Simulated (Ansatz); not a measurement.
Sb, A15: how the functional moves the structure

All rows: Ansatz, plane waves with scalar-relativistic PAW, 420 eV (500 eV for the SCAN forms), relaxed under each functional, no dispersion correction, no zero-point motion. B₀ comes from uniform scaling at fixed shape; a dash is a value not given.

```json
{"functional": "PBE", "V (Å³/atom)": "28.04", "cell": "a = 6.076 Å", "magnetic state": "spin not included", "ΔE to A7 rhombohedral (meV/atom)": "384"}
{"functional": "r²SCAN", "V (Å³/atom)": "27.79", "cell": "a = 6.058 Å", "magnetic state": "spin not included", "ΔE to A7 rhombohedral (meV/atom)": "539"}
{"functional": "PBEsol", "V (Å³/atom)": "26.68", "cell": "a = 5.976 Å", "magnetic state": "spin not included", "ΔE to A7 rhombohedral (meV/atom)": "335"}
{"functional": "LDA", "V (Å³/atom)": "26.20", "cell": "a = 5.940 Å", "magnetic state": "spin not included", "ΔE to A7 rhombohedral (meV/atom)": "357"}
{"functional": "RPBE", "V (Å³/atom)": "28.70", "cell": "a = 6.123 Å", "magnetic state": "spin not included", "ΔE to A7 rhombohedral (meV/atom)": "406"}
{"functional": "BLYP", "V (Å³/atom)": "31.09", "cell": "a = 6.289 Å", "magnetic state": "spin not included", "ΔE to A7 rhombohedral (meV/atom)": "617"}
```

Question: What does revPBE give?

Answer: V (Å³/atom): 28.51; cell: a = 6.110 Å; magnetic state: spin not included; ΔE to A7 rhombohedral (meV/atom): 399.
